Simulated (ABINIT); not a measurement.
MgB2:

```
CELL_PARAMETERS angstrom
3.08500 0.00000 0.00000
-1.54250 2.67169 0.00000
0.00000 0.00000 3.52300
ATOMIC_POSITIONS crystal
Mg 0.00000 0.00000 0.00000
B 0.66667 0.33333 0.50000
B 0.33333 0.66667 0.50000
```

Base run:

| Quantity | Value |
| --- | --- |
| Program | ABINIT 10.8.3 (patched build) |
| Functional | PBE |
| Potentials or basis | SG15 NC PBE v1.2 |
| Cutoff | 1143 eV |
| k mesh | 10 × 10 × 8 |
| Occupations | fermi-dirac, width 0.05 eV |
| Spin | no spin polarisation |

Its results: band gap on the k mesh none (metal or under the smearing width); pressure -1.7 GPa.

Problem. The run is repeated on the same cell with these changes: potentials or basis from SG15 NC PBE v1.2 to PseudoDojo NC SR PBE v0.4.1 standard. What comes out?

Solution. Band gap on the k mesh none (metal or under the smearing width); pressure -0.9 GPa.
